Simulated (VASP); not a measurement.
GaSb (strained measured structure), r²SCAN single-point calculation: Ansatz's output and VASP's

```xyz
2
Lattice="0.0000 3.1579 3.0659 3.1579 0.0000 3.0659 3.1579 3.1579 0.0000" Properties=species:S:1:pos:R:3 pbc="T T T"
Ga    0.0000    0.0000    0.0000
Sb    1.5789    1.5789    1.5329
```

Ansatz printed

```
SCF 1 converged in 6 iterations: F = -10289.823866 eV  dr2 = 1.17e-8
  greatest PAW one-centre occupation: 0.994 electrons in one spin orbital (limit 2), on the Ga atom at site 0 (counted from 0), in its partial waves of l = 2
NSCF: frozen V_eff on 7 k-points
SCF converged after 6 iterations
Free energy (F): -10289.823866 eV
Harris-Foulkes:  -10289.823866 eV  (|F-HF|=1.16e-8)
Internal energy: -10289.823837 eV  (E = F + TS)
E sigma→0 (E₀):  -10289.823851 eV
Entropy (-TS):   -0.000029 eV (-0.014 meV/atom)
Fermi energy:    6.731176 eV
--- Per-component energies (eV) ---
  E_band       = -299.196697
  E_kinetic    = 319.880703
  E_local      = -4003.704695  (includes V_loc(G=0)·N_el)
  E_nonlocal   = 790.046547
  E_hartree    = 1839.093763
  E_xc         = -188.434647
  E_vxc        = -160.538803  (∫ρ·V_xc dr)
  E_paw        = -6606.471508  (= ΣΔE_a)
  E_vpaw       = -933.109437  (= ΣTr[D̂ρ^β])
  E_aug_tail   = -0.000043  (compensation charges beyond the density's cutoff)
  E_vtau       = 10.046366  (kinetic-family band-sum trace: ∫τ·v_τ [+ j·A + Jᵃ·Aᵃ] dr)
  E_ewald      = -2440.086925
  E_core_change = -0.147033  (= ΣΔE_core)
  E_smearing   = -0.000029  (= −TS)
  E_closure    = 0.000000  (closes the sum)
  Σ components = -10289.823866   (vs F -10289.823866, Δ=0.00e0)
--- Forces (eV/Å), atoms counted from 1 ---
  atom   1  Ga     0.00000000    -0.00000000     0.00000000
  atom   2  Sb    -0.00000000    -0.00000000     0.00000000
  max |Σ_I F_I| component: 1.39e-17 eV/Å
--- Stress (GPa, compression-positive) ---
       -3.120372       0.000000       0.000000
        0.000000      -3.120372       0.000000
       -0.000000       0.000000      -1.824473
  P = ⅓ Tr σ = -2.6884 GPa (-26.884 kbar)
--- Band table (eV; the first three rows and the last of 59) ---
  k-point 0: bands = ["-22.7100", "-22.7099", "-22.7099", "-22.6904", "-22.6903", "-8.6828", "-8.6828", "-8.6783", "-8.6376", "-8.6326", "-4.7810", "6.6321", "6.6321", "6.6579", "6.7952", "9.6375", "9.7330", "9.7330"]
  k-point 1: bands = ["-22.7099", "-22.7096", "-22.7095", "-22.6904", "-22.6902", "-8.6853", "-8.6812", "-8.6777", "-8.6378", "-8.6327", "-4.6252", "4.6797", "6.3874", "6.5165", "7.7565", "9.9802", "10.0587", "10.3254"]
  k-point 2: bands = ["-22.7097", "-22.7087", "-22.7086", "-22.6902", "-22.6899", "-8.6931", "-8.6775", "-8.6745", "-8.6382", "-8.6328", "-4.1837", "2.7054", "5.9399", "6.1076", "7.6102", "10.5417", "10.5571", "12.0454"]
  k-point 58: bands = ["-22.7126", "-22.7044", "-22.7044", "-22.6921", "-22.6873", "-8.7195", "-8.6605", "-8.6605", "-8.6487", "-8.6291", "-2.3779", "0.0474", "4.1148", "4.1148", "7.7241", "8.1737", "15.5597", "15.5597"]
```

Each program uses its own PAW datasets. VASP's cell holds 18 valence electrons and Ansatz's 28. Ansatz's stress includes a Pulay correction; VASP's doesn't.

Problem. What does VASP give for the same cell and level of theory?

Solution. gap between bands v and c 0.02 eV; least direct gap 0.14 eV; pressure -2.6 GPa.

From OUTCAR

```
k-points           NKPTS =     59   k-points in BZ     NKDIM =     59   number of bands    NBANDS=     16

   NELECT =      18.0000    total number of electrons

   dimension x,y,z NGX =    36 NGY =   36 NGZ =   36
   dimension x,y,z NGXF=    72 NGYF=   72 NGZF=   72

  energy-cutoff  :      520.00
  volume of cell :       61.15
      direct lattice vectors                 reciprocal lattice vectors
     0.000000000  3.157861367  3.065884822    -0.158335006  0.158335006  0.163085057
     3.157861367  0.000000000  3.065884822     0.158335006 -0.158335006  0.163085057
     3.157861367  3.157861367  0.000000000     0.158335006  0.158335006 -0.163085057

 k-points in reciprocal lattice and weights: KPOINTS created by Atomic Simulation Env
   0.00000000  0.00000000  0.00000000       0.002
   0.12500000 -0.00000000  0.00000000       0.016
   0.25000000 -0.00000000  0.00000000       0.016
   0.37500000 -0.00000000  0.00000000       0.016
   0.50000000 -0.00000000  0.00000000       0.008
   0.12500000  0.12500000  0.00000000       0.004
   0.25000000  0.12500000  0.00000000       0.016
   0.37500000  0.12500000  0.00000000       0.016
   ...

 E-fermi :   4.0692

 k-point     1 :       0.0000    0.0000    0.0000
  band No.  band energies     occupation
      1     -11.3536      2.00000
      2     -11.3536      2.00000
      3     -11.3495      2.00000
      4     -11.3076      2.00000
      5     -11.3028      2.00000
      6      -7.4445      2.00000
      7       3.9745      1.98255
      8       3.9746      1.98253
      9       3.9839      1.97223
     10       4.1377      0.06311
     11       6.9703      0.00000
     12       7.0658      0.00000
     13       7.0659      0.00000
     14      10.2880      0.00000
     15      12.6986      0.00000
     16      13.1397      0.00000

 k-point     2 :       0.1250   -0.0000    0.0000
  band No.  band energies     occupation
      1     -11.3561      2.00000
      2     -11.3520      2.00000
      3     -11.3489      2.00000
      4     -11.3078      2.00000
      5     -11.3028      2.00000
      6      -7.2888      2.00000
      7       2.0139      2.00000
      8       3.7291      2.00000
      9       3.8583      1.99995
     10       5.0880      0.00000
     11       7.3128      0.00000
     12       7.3911      0.00000
     13       7.6580      0.00000
     14      11.0698      0.00000
     15      12.0563      0.00000
     16      12.3496      0.00000

 k-point     3 :       0.2500   -0.0000    0.0000
  band No.  band energies     occupation
      1     -11.3638      2.00000
      2     -11.3485      2.00000
      3     -11.3458      2.00000
      4     -11.3081      2.00000
      5     -11.3028      2.00000
      6      -6.8474      2.00000
      7       0.0380      2.00000
      8       3.2807      2.00000
      9       3.4485      2.00000
     10       4.9406      0.00000
     11       7.8727      0.00000
     12       7.8880      0.00000
     13       9.3749      0.00000
     14      11.6541      0.00000
     15      11.9505      0.00000
     16      12.1145      0.00000

 k-point     4 :       0.3750   -0.0000    0.0000
  band No.  band energies     occupation
      1     -11.3716      2.00000
      2     -11.3453      2.00000
      3     -11.3427      2.00000
      4     -11.3079      2.00000
      5     -11.3023      2.00000
      6      -6.2435      2.00000
      7      -1.5423      2.00000
      8       2.9393      2.00000
      9       3.1396      2.00000
     10       4.6611      0.00000
     11       7.9931      0.00000
     12       8.1154      0.00000
     13      11.0123      0.00000
     14      11.7422      0.00000
     15      12.9147      0.00000
     16      12.9912      0.00000

 k-point     5 :       0.5000   -0.0000    0.0000
  band No.  band energies     occupation
      1     -11.3748      2.00000
      2     -11.3441      2.00000
      3     -11.3416      2.00000
      4     -11.3078      2.00000
      5     -11.3020      2.00000
      6      -5.8915      2.00000
      7      -2.2271      2.00000
      8       2.8170      2.00000
      9       3.0295      2.00000
     10       4.5545      0.00000
     11       7.9705      0.00000
     12       8.1262      0.00000
     13      10.9695      0.00000
     14      13.5305      0.00000
     15      14.1415      0.00000
     16      14.4076      0.00000

 k-point     6 :       0.1250    0.1250    0.0000
  band No.  band energies     occupation
      1     -11.3560      2.00000
      2     -11.3506      2.00000
      3     -11.3506      2.00000
      4     -11.3089      2.00000
      5     -11.3021      2.00000
      6      -7.2296      2.00000
      7       2.0036      2.00000
      8       3.3336      2.00000
      9       3.3337      2.00000
     10       5.7150      0.00000
     11       6.6904      0.00000
     12       7.9698      0.00000
     13       7.9698      0.00000
     14      11.3558      0.00000
     15      11.5186      0.00000
     16      12.9149      0.00000

 ...

  Total       -1.1636318     -1.1636318     -0.6750043      0.0000000      0.0000000      0.0000000
  in kB      -30.4897734    -30.4897734    -17.6866320      0.0000000      0.0000000      0.0000000
  external PRESSURE =     -26.2220596 kB  Pullay stress =       0.0000000 kB

 POSITION                                       TOTAL-FORCE (eV/Angst)
 -----------------------------------------------------------------------------------
      0.00000      0.00000      0.00000        -0.000000     -0.000000      0.000000
      1.57893      1.57893      1.53294         0.000000      0.000000     -0.000000
 -----------------------------------------------------------------------------------
    total drift:                                0.000001      0.000001      0.000016

  FREE ENERGIE OF THE ION-ELECTRON SYSTEM (eV)
  ---------------------------------------------------
  free  energy   TOTEN  =       -37.5658065277 eV

  energy  without entropy=      -37.5657818448  energy(sigma->0) =      -37.56579419
```
